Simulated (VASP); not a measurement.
# Mg₅B₁₂: nudged elastic band

Mg₅B₁₂, defect, 17 atoms in the cell. PBE, nudged elastic band; PAW potentials Mg, B (PBE set).

Path: a Mg atom hops into a neighbouring Mg vacancy; Moving images: 3.

## Input

INCAR.step1:
```
SYSTEM = Mg5B12
PREC = Normal
ENCUT = 350
EDIFF = 1E-6
ISMEAR = 1
SIGMA = 0.1
LREAL = .FALSE.
LASPH = .TRUE.
NELM = 100
ALGO = Normal
LWAVE = .FALSE.
LCHARG = .FALSE.
IBRION = 2
NSW = 100
ISIF = 2
EDIFFG = -0.02
POTIM = 0.5
KPAR = 6
```

INCAR.step3, as INCAR.step1 but for:
```
- IBRION = 2
- ISIF = 2
- EDIFFG = -0.02
- POTIM = 0.5
- KPAR = 6
+ IBRION = 1
+ POTIM = 0.3
+ EDIFFG = -0.05
+ SPRING = -5
+ IMAGES = 3
+ KPAR = 2
```

KPOINTS:
```
k-points
0
Gamma
  4 3 6
```

00/POSCAR:
```
Mg5B12
1.0
    6.1700000000      0.0000000000      0.0000000000
   -4.6275000000      8.0150651121      0.0000000000
    0.0000000000      0.0000000000      3.5230000000
Mg B
5 12
Direct
    0.9991726634      0.3272865523      1.0000000000
    0.0008273366      0.6727134477      0.0000000000
    0.5000000000      0.0000000000      0.0000000000
    0.4910716156      0.3265875771      1.0000000000
    0.5089283844      0.6734124229      0.0000000000
    0.3305202090      0.1100258790      0.5000000000
    0.3339261051      0.4446162835      0.5000000000
    0.3365462476      0.7812550979      0.5000000000
    0.8362109140      0.1100055521      0.5000000000
    0.8356560657      0.4463772711      0.5000000000
    0.8380218840      0.7832575354      0.5000000000
    0.1619781161      0.2167424646      0.5000000000
    0.1643439344      0.5536227289      0.5000000000
    0.1637890860      0.8899944479      0.5000000000
    0.6634537524      0.2187449021      0.5000000000
    0.6660738949      0.5553837165      0.5000000000
    0.6694797910      0.8899741210      0.5000000000
```

01/POSCAR:
```
Mg5B12
1.0
    6.1700000000      0.0000000000      0.0000000000
   -4.6275000000      8.0150651121      0.0000000000
    0.0000000000      0.0000000000      3.5230000000
Mg B
5 12
Direct
    1.0013816138      0.2530978442      1.0012942970
    0.0001780459      0.6730269432      0.0005956132
    0.4888109531      0.0026947161     -0.0008775159
    0.5086616419      0.3381604971      1.0005982335
    0.5008860390      0.6737042120      0.0001652028
    0.3352710027      0.1150253093      0.4991796006
    0.3371320583      0.4519917660      0.4999549143
    0.3336322594      0.7856293044      0.4991255593
    0.8260087070      0.1103943057      0.4997048335
    0.8367030249      0.4523290408      0.5006443750
    0.8370498360      0.7882424420      0.4991390356
    0.1730909997      0.2234738820      0.4995359717
    0.1640611268      0.5584274026      0.5001721475
    0.1620872688      0.8940984752      0.4991169456
    0.6637052211      0.2264516939      0.5004406100
    0.6672580392      0.5615193011      0.5006324278
    0.6640821627      0.8917328644      0.5002186052
```

02/POSCAR:
```
Mg5B12
1.0
    6.1700000000      0.0000000000      0.0000000000
   -4.6275000000      8.0150651121      0.0000000000
    0.0000000000      0.0000000000      3.5230000000
Mg B
5 12
Direct
    0.9983978860      0.1759517926      0.9999899998
    0.0012861521      0.6745877172     -0.0001814613
    0.4832534450      0.0066102271      0.0002323822
    0.5155438919      0.3463118102      0.9997643948
    0.5022577908      0.6792578062      0.0000749840
    0.3359542373      0.1194060691      0.5001553166
    0.3378789704      0.4583307344      0.5000326989
    0.3323006697      0.7879937359      0.5001866846
    0.8132826660      0.1156777794      0.5008774394
    0.8382760644      0.4560293916      0.4997705435
    0.8367474985      0.7914068843      0.5000950637
    0.1859380036      0.2371892216      0.4991983549
    0.1636286144      0.5614152829      0.4998166884
    0.1616823478      0.8966791595      0.5001473304
    0.6633640850      0.2334237876      0.4998673218
    0.6678229120      0.5649760307      0.4997147362
    0.6623847651      0.8947525696      0.5001114014
```

03/POSCAR:
```
Mg5B12
1.0
    6.1700000000      0.0000000000      0.0000000000
   -4.6275000000      8.0150651121      0.0000000000
    0.0000000000      0.0000000000      3.5230000000
Mg B
5 12
Direct
    0.9980517393      0.0996387811      1.0007770714
    0.0003922130      0.6790880574     -0.0003133287
    0.4910330906      0.0148089154     -0.0005691053
    0.5108778702      0.3502396267      1.0008632503
    0.5001111033      0.6803822563      0.0000492510
    0.3360879536      0.1264571850      0.4993446699
    0.3359652219      0.4612383455      0.4994102515
    0.3327773765      0.7914259721      0.4996872264
    0.8267412525      0.1294815046      0.4995680808
    0.8379093715      0.4587888239      0.5009064784
    0.8360489324      0.7944803837      0.5000055883
    0.1737953782      0.2425258842      0.4994423097
    0.1630475661      0.5646849556      0.4991891992
    0.1632939053      0.9005552324      0.4994202657
    0.6645321189      0.2378879044      0.5009273252
    0.6664065281      0.5673222626      0.5009322714
    0.6629283786      0.9009939092      0.4999998564
```

04/POSCAR:
```
Mg5B12
1.0
    6.1700000000      0.0000000000      0.0000000000
   -4.6275000000      8.0150651121      0.0000000000
    0.0000000000      0.0000000000      3.5230000000
Mg B
5 12
Direct
    1.0008273340      0.0256546234      1.0000000000
   -0.0008273340      0.6802277296      0.0000000000
    0.5089283870      0.0263535979      0.0000000000
    0.5000000000      0.3529411764      1.0000000000
    0.4910716130      0.6795287551      0.0000000000
    0.3365462470      0.1341962778      0.5000000000
    0.3305202235      0.4629670586      0.5000000000
    0.3339261060      0.7975574602      0.5000000000
    0.8380218922      0.1361987167      0.5000000000
    0.8362109249      0.4629467273      0.5000000000
    0.8356560720      0.7993184492      0.5000000000
    0.1637890752      0.2429356255      0.5000000000
    0.1619781079      0.5696836363      0.5000000000
    0.1643439280      0.9065639037      0.5000000000
    0.6694797765      0.2429152943      0.5000000000
    0.6634537530      0.5716860751      0.5000000000
    0.6660738940      0.9083248927      0.5000000000
```

POSCAR.step1:
```
Mg5B12
1.0
    6.1700000000      0.0000000000      0.0000000000
   -4.6275000000      8.0150651121      0.0000000000
    0.0000000000      0.0000000000      3.5230000000
Mg B
5 12
Direct
    0.0000000000      0.3333333333      0.0000000000
    0.0000000000      0.6666666667      0.0000000000
    0.5000000000      0.0000000000      0.0000000000
    0.5000000000      0.3333333333      0.0000000000
    0.5000000000      0.6666666667      0.0000000000
    0.3333333334      0.1111111111      0.5000000000
    0.3333333334      0.4444444444      0.5000000000
    0.3333333334      0.7777777778      0.5000000000
    0.8333333334      0.1111111111      0.5000000000
    0.8333333334      0.4444444444      0.5000000000
    0.8333333334      0.7777777778      0.5000000000
    0.1666666667      0.2222222222      0.5000000000
    0.1666666667      0.5555555556      0.5000000000
    0.1666666666      0.8888888889      0.5000000000
    0.6666666666      0.2222222222      0.5000000000
    0.6666666666      0.5555555556      0.5000000000
    0.6666666666      0.8888888889      0.5000000000
```

POSCAR.step2:
```
Mg5B12
1.0
    6.1700000000      0.0000000000      0.0000000000
   -4.6275000000      8.0150651121      0.0000000000
    0.0000000000      0.0000000000      3.5230000000
Mg B
5 12
Direct
    0.0000000000      0.0000000000      0.0000000000
    0.0000000000      0.6666666667      0.0000000000
    0.5000000000      0.0000000000      0.0000000000
    0.5000000000      0.3333333333      0.0000000000
    0.5000000000      0.6666666667      0.0000000000
    0.3333333334      0.1111111111      0.5000000000
    0.3333333334      0.4444444444      0.5000000000
    0.3333333334      0.7777777778      0.5000000000
    0.8333333334      0.1111111111      0.5000000000
    0.8333333334      0.4444444444      0.5000000000
    0.8333333334      0.7777777778      0.5000000000
    0.1666666667      0.2222222222      0.5000000000
    0.1666666667      0.5555555556      0.5000000000
    0.1666666666      0.8888888889      0.5000000000
    0.6666666666      0.2222222222      0.5000000000
    0.6666666666      0.5555555556      0.5000000000
    0.6666666666      0.8888888889      0.5000000000
```

Commands (each step's output is kept before the next begins):
```
cat potpaw_PBE.64/Mg/POTCAR potpaw_PBE.64/B/POTCAR > POTCAR
cp INCAR.step1 INCAR
cp POSCAR.step1 POSCAR
mpirun -np 6 vasp_std > vasp.out
cp POSCAR.step2 POSCAR
mpirun -np 6 vasp_std > vasp.out
# 00 and 04 hold the relaxed ends; the images between are interpolated (pair-distance (IDPP))
cp INCAR.step3 INCAR
mpirun -np 6 vasp_std > vasp.out
```

## Result

- Barrier (eV): 1.938
- Barrier of the reverse step (eV): 1.938
- Energy of the second end over the first (eV): 0.000
- Top of the path (share of its length): 0.50
- Length of the path (Å): 3.44
- Steps of the band: 18
- Ionic steps, all stages: 34
- Electronic steps, all stages: 463

Energy along the relaxed band:

| Image | Distance along the path (Å) | Energy above the first end (eV) | Slope along the path (eV/Å) | Largest force across the path (eV/Å) |
|---|---|---|---|---|
| 0 | 0.000 | 0.000 | relaxed end |  |
| 1 | 0.861 | 1.136 | 1.548 | 0.025 |
| 2 | 1.720 | 1.939 | -0.001 | 0.019 |
| 3 | 2.579 | 1.135 | -1.549 | 0.025 |
| 4 | 3.439 | 0.000 | relaxed end |  |

The cell is MgB2 (18 atoms) with one Mg atom missing.

The two ends have the same energy within 0.01 eV.

Limits: the cell holds 17 atoms, so the vacancy or interstitial meets its own images and the barrier isn't that of a lone defect; the atom stays on the straight, symmetric line between the sites, so the barrier is an upper bound: a way around it wasn't tried.

VASP 6.6.1 took 390 s on 6 cores (Intel Xeon 6975P-C (Granite Rapids)), a shared host.
